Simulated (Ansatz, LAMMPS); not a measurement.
# Gap against volume in glassy 59SiO2-21CaO-14ZnO-7Cr2O3 (mol %) (81 atoms)

Density of this cell: 3.05 g/cm³. The cell holds 81 atoms: 17 Si, 6 Ca, 4 Zn, 4 Cr and 50 O. Its edges and angles: a = 10.531 Å, b = 10.071 Å, c = 10.215 Å, α = 88.4°, β = 90.1°, γ = 91.7°. The starting structure: 81 atoms (17 Si, 6 Ca, 4 Zn, 4 Cr, 50 O) placed at random at 2.92 g/cm³, melted at 4000 K for 10 ps at fixed volume with the Morse and Coulomb pair potential with partial charges (Pedone, Malavasi, Menziani, Cormack and Segre, J. Phys. Chem. B 110, 11780 (2006)). Quenched from 4000 K to 300 K at 20 K/ps and fixed volume, held 10 ps at zero pressure.

Calculated with Ansatz 0.2.0: Kohn-Sham DFT, PBE, PAW (set soft_2), plane waves; cutoff 420 eV, Γ point, gaussian smearing of 0.025 eV, spin polarised, started with 3 moments up and 1 down in a pattern of our own, ending at 6.0 μB in the cell. The relaxed cell was scaled evenly and the atoms were relaxed at each volume. The gap is that between the highest filled and the lowest empty Kohn-Sham level on the run's k-points.

| volume (Å³/atom) | gap (eV) |
| --- | --- |
| 12.026 | 0.488 |
| 12.561 | 0.4076 |
| 12.962 | ? |
| 13.363 | 0.441 |
| 13.764 | 0.5193 |
| 14.164 | 0.6442 |

**Question.** Fit a straight line in ln V to the rows given and interpolate to the withheld row.

Worked fit:

A volume deformation potential makes the spacing linear in u = ln(V/V0), with V0 = 13.363 Å³ the relaxed volume; v is the spacing.

| u = ln(V/V0) | v (eV) |
| --- | --- |
| -0.105361 | 0.488 |
| -0.0618753 | 0.4076 |
| 0 | 0.441 |
| 0.0295580 | 0.5193 |
| 0.0582690 | 0.6442 |

With n = 5: mean u = -0.0158818, mean v = 0.50002, Σ(u − ū)² = 0.017937, Σ(u − ū)(v − v̄) = 0.015956. Slope b = 0.015956 / 0.017937 = 0.88955; intercept a = v̄ − b ū = 0.51415.

At the withheld volume u = -0.03046, and v = a + b u.

Prediction at 12.962: 0.4871 eV. The run gave 0.3937 eV, so the fit is high by 0.093 eV (24 % of the value).

The rows follow a line only loosely (correlation 0.62 in size over all rows, under the 0.97 asked here), so the slope of +0.89 eV is a mean trend and no deformation potential. Among the rows given, the largest miss of the fit is at 14.164, by 0.078 eV (31 % of the range of the table).

Limits: The table spans 16 % in volume, wide for a linear law. Semilocal functionals tend to put gaps under measured ones. Only the Γ point is sampled. Defect or tail levels can set the spacing of a disordered cell. Without a Hubbard term or exact exchange, open shells on Cr are likely too delocalised.

[Hosts, paths, dates, database ids (printed as entryN), source tags and the programs' standing remarks are cut or masked in the printed files.]
